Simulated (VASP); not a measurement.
# Rh (Fm-3m) in VASP: relaxation of cell and atoms with r2SCAN

Aim: the relaxation of cell and atoms of Rh with r2SCAN.

All numbers are computed with VASP 6.6.1; they aren't measurements. Logs are shortened: lines on timing, memory, paths and dates and some standing lists are left out, and cuts for length are marked.

### 1 The structure

It takes space group Fm-3m (No. 225, cubic). Conventional cell: a = 3.796 Å, b = 3.796 Å, c = 3.796 Å, α = 90.00°, β = 90.00°, γ = 90.00°. Around Rh (site symmetry m-3m) lie 12 Rh at 2.68 Å.

### 2 Relaxation of cell and atoms, r2SCAN

INCAR

```
  ALGO = Normal
  EDIFF = 1E-7
  EDIFFG = -0.004
  ENCUT = 600
  IBRION = 2
  ISIF = 3
  ISMEAR = 0
  LASPH = True
  LCHARG = False
  LMIXTAU = True
  LREAL = False
  LWAVE = False
  METAGGA = R2SCAN
  NELM = 60
  NSW = 80
  PREC = Accurate
  SIGMA = 0.1
```

KPOINTS

```
k-points
0
Gamma
  18 18 18
```

POSCAR

```
Rh
1.0
    0.0000000000      1.8978500000      1.8978500000
    1.8978500000      0.0000000000      1.8978500000
    1.8978500000      1.8978500000      0.0000000000
Rh
1
Direct
    0.0000000000      0.0000000000      0.0000000000
```

Potentials or basis: VASP PAW PBE potentials, release 64 (Rh_pv).

Run with:

```console
cat potpaw_PBE.64/Rh_pv/POTCAR > POTCAR
mpirun -np 1 vasp_std > vasp.out
```

OUTCAR:

```text
EDIFF = 1E-7
   EDIFFG = -0.004
   ENCUT = 600
   IBRION = 2
   ISIF = 3
   ISMEAR = 0
   LASPH = True
   LREAL = False
   METAGGA = R2SCAN
   NELM = 60
   NSW = 80
   PREC = Accurate

 ion  position               nearest neighbor table
   1  0.000  0.000  0.000-

  LATTYP: Found a face centered cubic cell.
 ALAT       =     3.7957000000

  Lattice vectors:

 A1 = (   0.0000000000,   1.8978500000,   1.8978500000)
 A2 = (   1.8978500000,   0.0000000000,   1.8978500000)
 A3 = (   1.8978500000,   1.8978500000,   0.0000000000)

Analysis of symmetry for initial positions (statically):
=====================================================================
 Subroutine PRICEL returns:
 Original cell was already a primitive cell.

 Routine SETGRP: Setting up the symmetry group for a
 face centered cubic supercell.

 Subroutine GETGRP returns: Found 48 space group operations
 (whereof 48 operations were pure point group operations)
 out of a pool of 48 trial point group operations.

The static configuration has the point symmetry O_h .

Analysis of symmetry for dynamics (positions and initial velocities):
=====================================================================
 Subroutine PRICEL returns:
 Original cell was already a primitive cell.

 Routine SETGRP: Setting up the symmetry group for a
 face centered cubic supercell.

 Subroutine GETGRP returns: Found 48 space group operations
 (whereof 48 operations were pure point group operations)
 out of a pool of 48 trial point group operations.

The dynamic configuration has the point symmetry O_h .

 Subroutine INISYM returns: Found 48 space group operations
 (whereof 48 operations are pure point group operations),
 and found     1 'primitive' translations

----------------------------------------------------------------------------------------

                                     Primitive cell

  volume of cell :      13.6715

  direct lattice vectors                    reciprocal lattice vectors
     0.000000000  1.897850000  1.897850000    -0.263456016  0.263456016  0.263456016
     1.897850000  0.000000000  1.897850000     0.263456016 -0.263456016  0.263456016
     1.897850000  1.897850000  0.000000000     0.263456016  0.263456016 -0.263456016

  length of vectors
     2.683965209  2.683965209  2.683965209     0.456319205  0.456319205  0.456319205

  position of ions in fractional coordinates (direct lattice)
     0.000000000  0.000000000  0.000000000

  ion indices of the primitive-cell ions
   primitive index   ion index
                 1           1

----------------------------------------------------------------------------------------

 KPOINTS: k-points

Automatic generation of k-mesh.
 Grid dimensions read from file:
 generate k-points for:   18   18   18

 Generating k-lattice:

  Cartesian coordinates                     Fractional coordinates (reciprocal lattice)
    -0.014636445  0.014636445  0.014636445     0.055555556  0.000000000  0.000000000
     0.014636445 -0.014636445  0.014636445     0.000000000  0.055555556  0.000000000
     0.014636445  0.014636445 -0.014636445     0.000000000  0.000000000  0.055555556

  Length of vectors
     0.025351067  0.025351067  0.025351067

  Shift w.r.t. Gamma in fractional coordinates (k-lattice)
     0.000000000  0.000000000  0.000000000

 Subroutine IBZKPT returns following result:
 ===========================================

 Found    195 irreducible k-points:

 Following reciprocal coordinates:
            Coordinates               Weight
  0.000000  0.000000  0.000000      1.000000
  0.055556  0.000000  0.000000      8.000000
  0.111111  0.000000  0.000000      8.000000
  0.166667  0.000000  0.000000      8.000000
  0.222222  0.000000  0.000000      8.000000
  0.277778  0.000000  0.000000      8.000000
[... 16 lines left out ...]
 -0.277778  0.055556  0.000000     24.000000
 -0.222222  0.055556  0.000000     24.000000
 [... further k-points ...]
   k-points           NKPTS =    195   k-points in BZ     NKDIM =    195   number of bands    NBANDS=     11
   number of dos      NEDOS =    301   number of ions     NIONS =      1
   total plane-waves  NPLWV =  13824
   dimension x,y,z NGX =    24 NGY =   24 NGZ =   24
   dimension x,y,z NGXF=    48 NGYF=   48 NGZF=   48
   ions per type =               1
   NGX,Y,Z   is equivalent  to a cutoff of  14.87, 14.87, 14.87 a.u.
   NGXF,Y,Z  is equivalent  to a cutoff of  29.73, 29.73, 29.73 a.u.
 SYSTEM =  unknown system
   PREC   = accura    normal or accurate (medium, high low for compatibility)
   ISTART =      0    job   : 0-new  1-cont  2-samecut
   ICHARG =      2    charge: 1-file 2-atom 10-const
   ISPIN  =      1    spin polarized calculation?
   LNONCOLLINEAR =      F non collinear calculations
   LSORBIT =      F    spin-orbit coupling
   LASPH  =      T    aspherical Exc in radial PAW
   ENCUT  =  600.0 eV  44.10 Ry    6.64 a.u.   5.36  5.36  5.36*2*pi/ulx,y,z
   NELM   =     60;   NELMIN=  2; NELMDL= -5     # of ELM steps
   EDIFF  = 0.1E-06   stopping-criterion for ELM
   LREAL  =      F    real-space projection
   EDIFFG = -.4E-02   stopping-criterion for IOM
   NSW    =     80    number of steps for IOM
   IBRION =      2    ionic relax: 0-MD 1-quasi-New 2-CG
   NFREE  =      1    steps in history (QN), initial steepest desc. (CG)
   ISIF   =      3    stress and relaxation
   ISYM   =      2    0-nonsym 1-usesym 2-fastsym
   POTIM  = 0.5000    time-step for ionic-motion
   TEBEG  =    0.0;   TEEND  =   0.0 temperature during run
   PSTRESS=    0.0 pullay stress
   NELECT =      15.0000    total number of electrons
   NUPDOWN=      -1.0000    fix difference up-down
   EMIN   =  10.00;   EMAX   =-10.00  energy-range for DOS
   EFERMI =   0.00;   METHOD = LEGACY
   ISMEAR =     0;   SIGMA  =   0.10  broadening in eV -4-tet -1-fermi 0-gaus
   EFERMI_NEDOS =   21; number of points for ismear=-14 and -15
   IALGO  =     38    algorithm
   IMIX   =      4    mixing-type and parameters
     AMIX     =   0.40;   BMIX     =  1.00
     AMIX_MAG =   1.60;   BMIX_MAG =  1.00
  volume/ion in A,a.u.               =      13.67        92.26
  Fermi-wavevector in a.u.,A,eV,Ry     =   1.688496  3.190795 38.790465  2.851019
  Thomas-Fermi vector in A             =   2.770792
   LORBIT       =      0    0 simple, 1 ext, 2 COOP (PROOUT), +10 PAW based schemes
   METAGGA = R2SCAN    functional components
   LHFCALC =     F    Hartree Fock is set to
   AEXX    =    0.0000 exact exchange contribution
   IVDW    =     0    specifies the selected vdW correction
   LEPSILON=     F    determine dielectric tensor
   LRPA    =     F    only Hartree local field effects (RPA)
 conjugate gradient relaxation of ions
 non-spin polarized calculation
 Gauss-broadening in eV      SIGMA  =   0.10
  energy-cutoff  :      600.00
  volume of cell :       13.67
 maximum number of plane-waves:       471
 NGX is ok and might be reduce to    24
   NGX = 11   NGY = 11   NGZ = 11

--------------------------------------- Ionic step        1  -------------------------------------------

 number of electron      15.0000002 magnetization

 Free energy of the ion-electron system (eV)
  ---------------------------------------------------
  ext. energy  EPLUGINS =         0.00000000
  ---------------------------------------------------
  free energy    TOTEN  =       -24.13846070 eV

  energy without entropy =      -24.13172459  energy(sigma->0) =      -24.13509264

------------------------ aborting loop because EDIFF is reached ----------------------------------------

  FORCE on cell =-STRESS in cart. coord.  units (eV):
  Direction    XX          YY          ZZ          XY          YZ          ZX
  --------------------------------------------------------------------------------------
  -------------------------------------------------------------------------------------
  Total        0.1794170      0.1794170      0.1794170      0.0000000      0.0000000      0.0000000
  in kB       21.0260918     21.0260918     21.0260918      0.0000000      0.0000000      0.0000000
  external PRESSURE =      21.0260918 kB  Pullay stress =       0.0000000 kB
[... 55 lines left out ...]
  energy  without entropy=      -24.1279155309  energy(sigma->0) =      -24.13144426

--------------------------------------- Ionic step        3  -------------------------------------------

 number of electron      15.0000002 magnetization

 Free energy of the ion-electron system (eV)
  ---------------------------------------------------
  ext. energy  EPLUGINS =         0.00000000
  ---------------------------------------------------
  free energy    TOTEN  =       -24.13910278 eV

  energy without entropy =      -24.13227718  energy(sigma->0) =      -24.13568998

 E-fermi :  11.7077     XC(G=0): -15.1949

 val. band max:       11.7071908372   @ k =   0.5000   0.2222   0.1111
 cond. band min:      11.7210630546   @ k =   0.5000   0.3889   0.0000
 fundamental gap:      0.0138722174
 Fermi energy:        11.7076965155

 k-point     1 :       0.0000    0.0000    0.0000
  band No.  band energies     occupation
      1     -36.0874      2.00000
      2     -36.0874      2.00000
      3     -36.0874      2.00000
      4       3.5343      2.00000
      5       8.5360      2.00000
      6       8.5360      2.00000
      7       8.5360      2.00000
      8      10.6299      2.00000
      9      10.6299      2.00000
     10      28.4192      0.00000
     11      29.0803      0.00000
[... 309 lines left out ...]
 k-point    24 :      -0.2222    0.0556    0.0000
  band No.  band energies     occupation
      1     -36.4655      2.00000
      2     -36.1644      2.00000
      3     -36.1304      2.00000
      4       5.4233      2.00000
      5       8.2002      2.00000
      6       8.9273      2.00000
      7       8.9796      2.00000
      8      10.4544      2.00000
      9      11.1625      2.00000
     10      27.9217      0.00000
     11      29.0811      0.00000

 [... further k-points ...]

------------------------ aborting loop because EDIFF is reached ----------------------------------------

  FORCE on cell =-STRESS in cart. coord.  units (eV):
  Direction    XX          YY          ZZ          XY          YZ          ZX
  --------------------------------------------------------------------------------------
  -------------------------------------------------------------------------------------
  Total        0.0007589      0.0007589      0.0007589     -0.0000000      0.0000000      0.0000000
  in kB        0.0882900      0.0882900      0.0882900     -0.0000000      0.0000000      0.0000000
  external PRESSURE =       0.0882900 kB  Pullay stress =       0.0000000 kB
[... 16 lines left out ...]
  FREE ENERGIE OF THE ION-ELECTRON SYSTEM (eV)
  ---------------------------------------------------
  free  energy   TOTEN  =       -24.1391027751 eV

  energy  without entropy=      -24.1322771797  energy(sigma->0) =      -24.13568998

 reached required accuracy - stopping structural energy minimisation
```

Wall time 4.6 min (1 thread of Intel Xeon Platinum 8259CL at 2.50GHz (Skylake/Cascade Lake), shared host); peak memory 0.18 GiB.

What came out:

* Free energy: -24.1391 eV
* Relaxed volume: 13.77 Å³/atom
* Relaxed cell: a = 2.690 Å, b = 2.690 Å, c = 2.690 Å, α = 60.00°, β = 60.00°, γ = 60.00°
* Space group after relaxing (to 0.05 Å): Fm-3m (No. 225)
* Energy gained by relaxing: 0.6 meV/atom
* Ionic steps: 3
* Pressure after relaxing: 0.0 GPa
* Band gap on the k mesh: none (metal or under the smearing width)

Step by step:
| step | energy change (eV) | largest force (eV/Å) | pressure (GPa) | volume (Å³) |
| --- | --- | --- | --- | --- |
| 1 | 0.0000 | 0.0000 | 2.10 | 13.67 |
| 2 | 0.0035 | 0.0000 | -5.00 | 14.03 |
| 3 | -0.0006 | 0.0000 | 0.01 | 13.77 |

Final structure:
```yaml
crystal:
  lattice:
    - [0.00000, 1.90246, 1.90246]
    - [1.90246, 0.00000, 1.90246]
    - [1.90246, 1.90246, 0.00000]
  atoms:
    - { symbol: Rh, position: [0.00000, 0.00000, 0.00000] }
```

Levels at points of the mesh, in eV from the Fermi level:
| k point | band 5 | band 6 | band 7 | band 8 | band 9 | band 10 |
| --- | --- | --- | --- | --- | --- | --- |
| (0.00, 0.00, 0.00) | -3.17 | -3.17 | -3.17 | -1.08 | -1.08 | 16.71 |
| (0.50, 0.00, 0.00) | -3.29 | -3.29 | 0.58 | 0.58 | 0.90 | 9.06 |
| (0.50, 0.50, 0.00) | -6.17 | 0.50 | 1.04 | 1.04 | 3.47 | 12.85 |

Caveat: the PAW data sets were made with another functional, which shifts forces and pressure a little. Zero-point motion and thermal expansion aren't in these numbers.
